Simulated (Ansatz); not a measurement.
## Al₃Cu (P4/mmm): electronic heat capacity and spin susceptibility from the density of states

Computed with Ansatz 0.2.0, DFT r2SCAN, scalar-relativistic, plane waves, PAW.

Cutoff 500 eV; k points 16×16×6 on the computed 4-atom cell (Γ-centred); Gaussian smearing, width 0.10 eV; no spin polarisation.

Relaxed cell: P4/mmm, a = 2.774 Å, b = 2.774 Å, c = 7.592 Å, α = 90.00°, β = 90.00°, γ = 90.00°, 4 atoms in the primitive cell. Whether it is the stable form of this composition wasn't checked.

The density of states at the Fermi level is 1.155 states/eV in the cell of 4 atoms (1 formula unit; both spins, tetrahedra on a 24×24×9 mesh).

Question: What Sommerfeld coefficient and Pauli susceptibility does this give?

Answer: Per formula unit N(E_F) = 1.155 states/eV. γ = (π²/3) k_B² N(E_F) N_A = 2.357 mJ/(mol K²) per state/eV, so γ = 2.7 mJ/(mol K²), a mole of formula units. χ_P = μ_B² N(E_F) N_A = 3.23×10⁻⁵ emu/mol per state/eV gives 3.7×10⁻⁵ emu/mol. This is the bare band result: a measured γ of the same phase is as a rule larger by a factor 1 + λ from phonons and spin fluctuations, the spin part of χ is larger by the Stoner factor, and a measured χ also holds orbital and core terms. N(E_F) at one energy is sensitive to the mesh where the density of states has sharp peaks.